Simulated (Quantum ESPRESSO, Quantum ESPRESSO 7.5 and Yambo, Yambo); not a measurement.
# Excitons of AlN (F-43m) on ever denser meshes

Aim: follow the lowest exciton of AlN (F-43m) as the mesh is refined.

Method: PBE and many-body steps on it, plane waves, in Quantum ESPRESSO 7.5 and Yambo 5.3.0.

## (1) The starting structure

Symmetry: F-43m, No. 216, cubic system. The conventional cell has a = 4.368 Å, b = 4.368 Å, c = 4.368 Å, α = 90.00°, β = 90.00°, γ = 90.00°. Nearest to Al lie 4 N at 1.89 Å. Nearest to N lie 4 Al at 1.89 Å. Farther neighbours and most contacts between anions are not listed.

Coordinates:

```cif
data_structure
_symmetry_space_group_name_H-M 'F-43m'
_symmetry_Int_Tables_number 216
_cell_length_a 4.3680
_cell_length_b 4.3680
_cell_length_c 4.3680
_cell_angle_alpha 90.000
_cell_angle_beta 90.000
_cell_angle_gamma 90.000
_cell_volume 83.34
loop_
_atom_site_label
_atom_site_type_symbol
_atom_site_symmetry_multiplicity
_atom_site_Wyckoff_symbol
_atom_site_fract_x
_atom_site_fract_y
_atom_site_fract_z
_atom_site_occupancy
Al1 Al 4 a 0.00000 0.00000 0.00000 1
N1 N 4 c 0.25000 0.25000 0.25000 1
```

The cell and positions are those that the Materials Project relaxed with its own functionals (PBE, PBE+U or r2SCAN), kept fixed. This is not the form that AlN usually takes at ambient conditions.

## (2) Empty states on the mesh, 4×4×4 mesh, 51 bands

This step: Quantum ESPRESSO 7.5; DFT, PBE, plane waves, norm-conserving pseudopotentials.

The sums over transitions need many empty states on a uniform mesh; this step solves for them.

The input, pw.in:

```
&control
  calculation = 'nscf'
  prefix = 'x'
  outdir = 'o'
  pseudo_dir = 'pseudo'
/
&system
  ibrav = 0
  nat = 2
  ntyp = 2
  ecutwfc = 72.0
  nbnd = 51
  force_symmorphic = .true.
/
&electrons
  conv_thr = 1e-9
  electron_maxstep = 80
  diago_full_acc = .true.
  diago_thr_init = 5e-6
/
ATOMIC_SPECIES
  Al 26.982 Al.upf
  N 14.007 N.upf
CELL_PARAMETERS angstrom
  -0.0000000000 2.1839935596 2.1839935596
  2.1839935596 -0.0000000000 2.1839935596
  2.1839935596 2.1839935596 -0.0000000000
ATOMIC_POSITIONS crystal
  Al 0.0000000000 0.0000000000 0.0000000000
  N 0.7500000000 0.7500000000 0.7500000000
K_POINTS automatic
  4 4 4 0 0 0
```

On the command line:

```sh
OMP_NUM_THREADS=1 mpirun -n 8 pw.x -nk 4 -in pw.in > pw.out
```

The program printed:

```text
Program PWSCF v.7.5 starts

     This program is part of the open-source Quantum ESPRESSO suite
     for quantum simulation of materials; please cite
         "P. Giannozzi et al., J. Phys.:Condens. Matter 21 395502 (2009);
         "P. Giannozzi et al., J. Phys.:Condens. Matter 29 465901 (2017);
         "P. Giannozzi et al., J. Chem. Phys. 152 154105 (2020);
     in publications or presentations arising from this work. More details at

     Atomic positions and unit cell read from directory:
     o/x.save/

     Message from routine setup:
[...]
91.8324  91.8324  92.3060

          k =-0.3536-0.3536 0.3536 (  1458 PWs)   bands (ev):

[...]
66.7775  71.3619  72.8126  74.8721  74.8721  77.2795  77.2795  78.2690
    82.0128  85.8657  85.8657  88.7863  88.7863  91.6992  91.6992  92.8200
    93.8518  93.8518  94.5716

          k = 0.3536 0.0000 0.0000 (  1475 PWs)   bands (ev):

     [... further k-points ...]

     highest occupied, lowest unoccupied level (ev):     6.9565   10.2814

     XML data file, pseudopotentials, collected wavefunctions

=------------------------------------------------------------------------------=
   JOB DONE.
=------------------------------------------------------------------------------=
```

Run time: 1.2 s. Hardware: 8 MPI ranks of Arm Neoverse V2, shared host; peak memory 0.05 GiB; 8.2 s of CPU time.

Numbers from this step:

```
gap                                                           : 3.325 eV
k of the valence top                                          : 0, 0, 0
k of the conduction bottom                                    : 0, -0.5, -0.5
least direct gap                                              : 4.192 eV
k points computed                                             : 8
lowest point of the top converged band, above the valence top : 80.5799 eV
```

On this mesh the gap is 3.325 eV.

The density comes from a self-consistent run that is not shown.

## (3) Conversion and set-up

This step: Yambo 5.3.0; conversion and set-up on PBE, plane waves, norm-conserving pseudopotentials.

The states are converted to the many-body program's format and the q mesh is built.

On the command line:

```sh
(cd o/x.save; p2y > p2y.log; mv SAVE ../..); yambo > setup.log
```

The program printed:

```text
 Yambo, version 5.3.0

 [02] CORE Variables Setup
 =========================

  [02.01] Unit cells
  ==================

  Cell kind             :  FCC
  Atoms in the cell     :  Al  N
  number of Al atoms    :  1
  number of N  atoms    :  1

  List of atomic masses
  Mass of Al    :  26.98200
  Mass of N     :  14.00700

  List of atomic coordinates    : [cc]
  Al1       :  0.000000  0.000000  0.000000  order 1
  N1       :  6.190725  6.190725  6.190725  order 2

  Alat factors          :  4.127150  4.127150  4.127150 [a.u.]
  Direct lattice volume :  140.5985 [a.u.]
[...]
==========================================

 IBZ Q-points                                      :   8
 BZ  Q-points                                      :   64

 K/Q-points units:
 rlu = crystal or reduced units; cc = cartesian coordinates; iku = interal k-units

 Q [1]          [rlu]:  0.000000  0.000000  0.000000
 Q [2]          [rlu]: -0.52978E-17 -0.52978E-17  0.25000
 Q [3]          [rlu]:  0.10596E-16  0.10596E-16 -0.50000
[...]
Q [7]          [rlu]: -0.39890E-16 -0.50000     -0.50000
 Q [8]          [rlu]:  0.250000 -0.500000 -0.250000

  [03.01] X indexes
  =================

   [03.01.01] Sigma indexes
   ========================

 [06] Game Over & Game summary
```

It took 1.9 s on 1 MPI rank; peak memory 0.23 GiB.

## (4) Screening and self-energy, 4×4×4 mesh, 51 bands, screening to 163.3 eV

Now the one-shot GW correction: screening in the RPA, then the self-energy of the levels asked for.

This step: G0W0 on PBE, plane waves, norm-conserving pseudopotentials.

The input, gw1.in:

```
HF_and_locXC
gw0
dyson
ppa
em1d
rim_cut
RandQpts= 1000000
RandGvec= 1 RL
EXXRLvcs= 72 Ry
VXCRLvcs= 288 Ry
Chimod= "HARTREE"
% BndsRnXp
 1 | 51 |
%
NGsBlkXp= 12 Ry
% LongDrXp
 1 | 1 | 1 |
%
% GbndRnge
 1 | 51 |
%
DysSolver= "n"
ExtendOut
PPAPntXp= 27.21138 eV
% QPkrange
 1 | 1 | 3 | 6 |
 7 | 7 | 3 | 6 |
%
```

On the command line:

```sh
OMP_NUM_THREADS=1 mpirun -n 8 yambo -F gw1.in -J gw1 -C gw1 > gw1.log
```

The program printed:

```text
 Yambo, version 5.3.0

 [02] CORE Variables Setup
 =========================

  [... cell, symmetries and grids as in the set-up ...]

  [02.05] Energies & Occupations
  ==============================

  [X] === General ===
  [X] Electronic Temperature                        :  0.000000  0.000000 [eV K]
  [X] Bosonic    Temperature                        :  0.000000  0.000000 [eV K]
  [X] Finite Temperature mode                       : no
  [X] El. density                                   :  0.38398E+24 [cm-3]
[...]
QP @ state[ 1 ] b range                          :   3   6
   QP @ state[ 2 ] K range                          :   7   7
   QP @ state[ 2 ] b range                          :   3   6
   GF energies kind                                 : Perdew, Burke & Ernzerhof(X)+Perdew, Burke & Ernzerhof(C)
   GF WF`s kind                                     : Perdew, Burke & Ernzerhof(X)+Perdew, Burke & Ernzerhof(C)
   Xs energies kind                                 : Perdew, Burke & Ernzerhof(X)+Perdew, Burke & Ernzerhof(C)
   Xs WF`s kind                                     : Perdew, Burke & Ernzerhof(X)+Perdew, Burke & Ernzerhof(C)

 [11] Game Over & Game summary
```

Wall time 7.1 s (8 MPI ranks); peak memory 2.2 GiB; 46 s of CPU time.

Numbers from this step:

- G0W0 gap on the points computed: 4.373 eV
- starting gap on the mesh: 3.325 eV
- k of the valence top: 0, 0, 0
- k of the conduction bottom: 0, -0.5, -0.5
- least direct G0W0 gap on the computed points: 5.519 eV

The gap on the mesh goes from 3.32 eV to 4.37 eV, a correction of +1.05 eV.

The gap opens by 1.048 eV; the next steps shift the empty bands rigidly by 1.327 eV, the correction at the start's least direct gap.

## (5) Empty states on the mesh, 4×4×4 mesh, 12 bands

This step: Quantum ESPRESSO 7.5; DFT, PBE, plane waves, norm-conserving pseudopotentials.

pw.in: that of step 2 with these lines changed.

```diff
@@ -11,3 +11,3 @@
   ecutwfc = 72.0
-  nbnd = 51
+  nbnd = 12
   force_symmorphic = .true.
```

On the command line:

```sh
OMP_NUM_THREADS=1 mpirun -n 8 pw.x -nk 4 -in pw.in > pw.out
```

The program printed:

```text
[banner, memory and clock lines left out]
Program PWSCF v.7.5 starts

     Atomic positions and unit cell read from directory:
     o/x.save/

     Message from routine setup:
     using ibrav=0 with symmetry is DISCOURAGED, use correct ibrav instead

     bravais-lattice index     =            0
     lattice parameter (alat)  =       5.8367  a.u.
     unit-cell volume          =     140.5985 (a.u.)^3
     number of atoms/cell      =            2
     number of atomic types    =            2
     number of electrons       =         8.00
[...]
-8.0106   6.9565   6.9565   6.9565  11.1486  19.5460  19.5460  19.5460
    24.7019  24.7019  26.0437  26.0437

          k = 0.1768 0.1768-0.1768 (  1447 PWs)   bands (ev):

    -7.1600   3.6988   6.7010   6.7010  13.4084  17.9339  19.3059  19.3059
    23.2695  23.2695  24.1996  31.5170

          k =-0.3536-0.3536 0.3536 (  1458 PWs)   bands (ev):

    -5.9603   1.1012   6.4764   6.4764  14.3489  16.8022  18.1283  18.1283
    24.9257  27.0220  27.0220  30.5848

          k = 0.3536 0.0000 0.0000 (  1475 PWs)   bands (ev):

     [... further k-points ...]

     highest occupied, lowest unoccupied level (ev):     6.9565   10.2814

     XML data file, pseudopotentials, collected wavefunctions
```

The job ended after 0.84 s (8 MPI ranks; peak memory 0.05 GiB).

This step gave:

```yaml
gap: 3.325 eV
k_of_the_valence_top: 0, 0, 0
k_of_the_conduction_bottom: 0, -0.5, -0.5
least_direct_gap: 4.192 eV
k_points_computed: 8
lowest_point_of_the_top_converged_band_above_the_valence_top: 19.09 eV
```

On this mesh the gap is 3.325 eV.

## (6) Conversion and set-up

This step: Yambo 5.3.0; conversion and set-up on PBE, plane waves, norm-conserving pseudopotentials.

On the command line:

```sh
(cd o/x.save; p2y > p2y.log; mv SAVE ../..); yambo > setup.log
```

The program printed:

```text
 Yambo, version 5.3.0

 [02] CORE Variables Setup
 =========================

  [02.01] Unit cells
  ==================

  Cell kind             :  FCC
  Atoms in the cell     :  Al  N
  number of Al atoms    :  1
  number of N  atoms    :  1

  List of atomic masses
  Mass of Al    :  26.98200
  Mass of N     :  14.00700

  List of atomic coordinates    : [cc]
  Al1       :  0.000000  0.000000  0.000000  order 1
  N1       :  6.190725  6.190725  6.190725  order 2

  Alat factors          :  4.127150  4.127150  4.127150 [a.u.]
  Direct lattice volume :  140.5985 [a.u.]
[...]
==========================================

 IBZ Q-points                                      :   8
 BZ  Q-points                                      :   64

 K/Q-points units:
 rlu = crystal or reduced units; cc = cartesian coordinates; iku = interal k-units

 Q [1]          [rlu]:  0.000000  0.000000  0.000000
 Q [2]          [rlu]: -0.52978E-17 -0.52978E-17  0.25000
 Q [3]          [rlu]:  0.10596E-16  0.10596E-16 -0.50000
[...]
Q [7]          [rlu]: -0.39890E-16 -0.50000     -0.50000
 Q [8]          [rlu]:  0.250000 -0.500000 -0.250000

  [03.01] X indexes
  =================

   [03.01.01] Sigma indexes
   ========================

 [06] Game Over & Game summary
```

Run time: 1.9 s. Hardware: 1 MPI rank; peak memory 0.23 GiB.

(Continued in part 2 of 4.)

[Paths, hosts, dates, memory and timing lines, banners, echoed tables and standing remarks are left out of the program output.]

[Logs are printed without paths, hosts, clocks, repeated set-up lines and the standing remarks that a program may print on its own settings, such as how far it seeks lower states.]

[Runs of the session that timed out or met a known fault of the program may be left out.]

[Hosts, paths, dates, database ids (printed as entryN), source tags and the programs' standing remarks are cut or masked in the printed files.]
